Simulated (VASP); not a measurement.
Here is a VASP 6.6.1 calculation.

File INCAR:

```
SYSTEM = Mg
PREC     = Accurate       ! precision mode
ENCUT    = 520            ! plane-wave cutoff, eV
EDIFF    = 1E-6           ! SCF threshold, eV
ISMEAR   = 0              ! smearing method
SIGMA    = 0.15           ! smearing width, eV
LREAL    = .False.        ! projectors in reciprocal space
LASPH    = .True.         ! aspherical terms in the spheres
NELM     = 100            ! most SCF steps
ALGO     = Fast           ! electronic algorithm
ISIF     = 2              ! what is computed and relaxed
LWAVE    = .False.        ! write WAVECAR
LCHARG   = .False.        ! write CHGCAR
GGA      = PS             ! functional
NBANDS   = 7              ! bands
```

File KPOINTS:

```
regular mesh
0
Gamma
  18 18 18
  0 0 0
```

POSCAR

```
Mg
1.0
    0.0000000000      2.1769283200      2.3115836800
    2.1769283200      0.0000000000      2.3115836800
    2.1769283200      2.1769283200      0.0000000000
Mg
1
Direct
    0.0000000000      0.0000000000      0.0000000000
```

Potentials or basis: VASP PAW PBE potentials, release 64 (Mg).

The run is started by

```bash
$ cat potpaw_PBE.64/Mg/POTCAR > POTCAR
$ mpirun -np 1 vasp_std > vasp.out
```

Predict the band gap on the k mesh.

none (metal or under the smearing width).

Estimate the pressure.

1.3 GPa.

Stress tensor (GPa, compression positive):
```
1.89 0.00 0.00
0.00 1.89 0.00
0.00 0.00 0.20
```

Caveat: the PAW data sets were made with another functional, which shifts forces and pressure a little.
